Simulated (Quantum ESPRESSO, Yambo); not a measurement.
Planning a run of Yambo 5.3.0 on BeTe (F-43m). The input:

```
optics
bss
bse
em1s
dipoles
rim_cut
RandQpts= 1000000
RandGvec= 1 RL
Chimod= "HARTREE"
BSKmod= "SEX"
BSEmod= "resonant"
BSSmod= "d"
BSENGexx= 30 Ry
BSENGBlk= 4 Ry
% BSEQptR
 1 | 1 |
%
% BSEBands
 12 | 18 |
%
% BEnRange
 0 | 9 | eV
%
% BDmRange
 0.1 | 0.1 | eV
%
BEnSteps= 181
% BLongDir
 1 | 0 | 0 |
%
% BndsRnXs
 1 | 61 |
%
NGsBlkXs= 4 Ry
% LongDrXs
 1 | 1 | 1 |
%
% KfnQP_E
 1.098 | 1.0 | 1.0 |
%
WRbsWF
```

```sh
OMP_NUM_THREADS=1 mpirun -n 4 yambo -F bse11.in -J bse11 -C bse11 > bse11.log
```

The stored states that it reads are on a 8×8×8 mesh. The structure is cubic, space group F-43m (No. 216). The conventional cell has a = 5.663 Å, b = 5.663 Å, c = 5.663 Å, α = 90.00°, β = 90.00°, γ = 90.00°. Nearest to Be lie 4 Te at 2.45 Å. Te has 4 Be at 2.45 Å nearest. Farther neighbours and most contacts between anions are not listed.

Estimate wall time and host memory on 4 MPI ranks of Arm Neoverse V2, shared host.

It took 17 min; on shared hardware allow 8.7 min to 35 min. Peak host memory was 3.8 GiB.

The kernel grows as the square of the matrix size, and full diagonalisation as its cube.

[Paths, hosts, dates, memory and timing lines, banners, echoed tables and standing remarks are left out of the program output.]

[Logs are printed without paths, hosts, clocks, repeated set-up lines and the standing remarks that a program may print on its own settings, such as how far it seeks lower states.]

[Runs of the session that timed out or met a known fault of the program may be left out.]

[Hosts, paths, dates, database ids (printed as entryN), source tags and the programs' standing remarks are cut or masked in the printed files.]
